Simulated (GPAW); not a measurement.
A run of GPAW 26.7.0:

run.py

```python
from ase import Atoms
from ase.calculators.mixing import SumCalculator
from ase.filters import FrechetCellFilter
from ase.io import write
from ase.optimize import FIRE
from ase.units import GPa
from dftd4.ase import DFTD4
from gpaw import GPAW, PW

atoms = Atoms(['Ru', 'Ru'],
              cell=[[2.7058, 0.0, 0.0],
                    [-1.3529, 2.3432915376, 0.0],
                    [0.0, 0.0, 4.2819]],
              scaled_positions=[[0.6666666667, 0.3333333333, 0.75],
                                [0.3333333333, 0.6666666667, 0.25]],
              pbc=True)

calc = GPAW(mode=PW(600),
            xc='PBE',
            kpts={'size': (11, 11, 6), 'gamma': True},
            occupations={'name': 'fermi-dirac', 'width': 0.05},
            nbands=29,
            convergence={'density': 1e-05, 'forces': 0.0001},
            maxiter=150,
            txt='gpaw.txt')
atoms.calc = SumCalculator([calc, DFTD4(method='pbe')])
opt = FIRE(FrechetCellFilter(atoms, scalar_pressure=1 * GPa), trajectory='relax.traj', logfile='-')
done = opt.run(fmax=0.01, steps=40)
calc.write('gs.gpw')
write('result.traj', atoms)
print('Converged:', done)
print('Cell:', atoms.cell.cellpar().round(4))
print('Volume:', round(atoms.get_volume(), 4))
print(atoms.get_scaled_positions().round(5))
```

Potentials or basis: GPAW PAW data sets (gpaw-data 1.2.1), pw.

Launch:

```console
$ OMP_NUM_THREADS=1 python run.py
```

Hardware: 1 thread of Arm Neoverse V2, on a shared host.

**Question.** How long does it take, and how much memory?

**Answer.** Wall time 2.4 min on 1 thread of Arm Neoverse V2, on a shared host, peak memory 0.3 GiB. Counts: scf iterations 55, plane waves 935, bands 29, k points 84, ion steps 7.
